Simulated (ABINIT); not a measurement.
Runs of ABINIT 10.8.3 (patched build) on Ga. Symmetry: P2_1/m, No. 11, monoclinic system. Conventional cell: a = 2.778 Å, b = 3.282 Å, c = 4.210 Å, α = 90.00°, β = 108.61°, γ = 90.00°. Ga (site symmetry m) is surrounded by 8 Ga at 2.71 to 2.84 Å. This isn't the form of Ga at room conditions, which is orthorhombic.

```tsv
level	cell	k mesh	cutoff (eV)	fine-grid cutoff	mesh quality	gap on the mesh (eV)	pressure (GPa)	relaxed volume (Å³/atom)
LDA	relaxed	6 × 5 × 5	544	1088.46 eV	coarse	none	0.0	17.39
PBEsol	relaxed	8 × 6 × 6	463	925.187 eV	not flagged	none	0.0	17.97
PBEsol	relaxed to 10 GPa	8 × 6 × 6	463	925.187 eV	not flagged	none	10.0	-
PBEsol	relaxed to 20 GPa	8 × 6 × 6	463	925.187 eV	not flagged	none	20.0	-
PBE	relaxed	6 × 5 × 5	544	1088.46 eV	coarse	none	0.0	(a)
```

Alike in all rows: task relaxation of cell and atoms; potentials or basis JTH PAW PBE v2.0; no spin polarisation; smearing fermi-dirac 0.05 eV.

Estimate the missing entries.

(a) 19.13.

Caveats: some runs use coarse meshes; the PAW data sets were made with another functional, which shifts forces and pressure a little (some runs); the volume moved by over 15 % at a fixed basis, so the end points are rough (some runs).

A k mesh can miss the band edges, and the runs leave out spin-orbit coupling on Ga.

A gap of «none» marks a metal or a gap under the smearing width.
